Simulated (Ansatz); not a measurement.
# Se under compression and expansion

Space group Fm-3m (No. 225). a = 4.332 Å, b = 4.332 Å, c = 4.332 Å, α = 90.00°, β = 90.00°, γ = 90.00°
```
atom  site  symmetry       x       y       z
  Se    4a      m-3m  0.0000  0.0000  0.0000
```

The runs use the primitive cell with vectors (0.000, 2.166, 2.166), (2.166, 0.000, 2.166), (2.166, 2.166, 0.000) Å, to which the k mesh refers.

The cell was built from the fcc type and relaxed in the same program, and has space group Fm-3m; it needn't be a known or the stable phase.

All numbers are computed: DFT, PBE, all-electron LAPW, scalar-relativistic (Ansatz 0.2.0); DFT, PBE, PAW with Ansatz's default frozen-core files, scalar-relativistic (Ansatz 0.2.0).

For LAPW: a Γ-centred 16×16×16 k mesh, Fermi–Dirac smearing of 0.03 eV, basis error target 0.25 meV/atom, no spin polarisation. PAW takes a cutoff of 420 eV at this cell. The Ansatz runs share mesh, smearing and spin set-up. Plane-wave (PAW) pressures include the program's estimate of the Pulay term.

The cell above is scaled evenly, with fractional coordinates and shape held.

```csv
V/V(cell),V (Å³/atom),"P, LAPW (GPa)","P, PAW (GPa)"
0.9405,19.121,4.94,4.95
0.9800,19.924,1.46,1.47
1.0000,20.331,-0.02,-0.01
1.0200,20.737,?,?
1.0600,21.551,-3.57,-3.56
```

Fill in the row V/V(cell) = 1.0200.

P, LAPW (GPa) = -1.34, P, PAW (GPa) = -1.33.

What do Birch–Murnaghan fits to the pressures give?

LAPW: V0 = 20.32 Å³/atom, B0 = 70 GPa, B0′ = 4.8; PAW: V0 = 20.33 Å³/atom, B0 = 70 GPa, B0′ = 4.8.

PAW's V0 lies 0.01 % from the all-electron value and its B0 -0.1 %. Symmetry fixes shape and coordinates here, so this is the relaxed modulus.
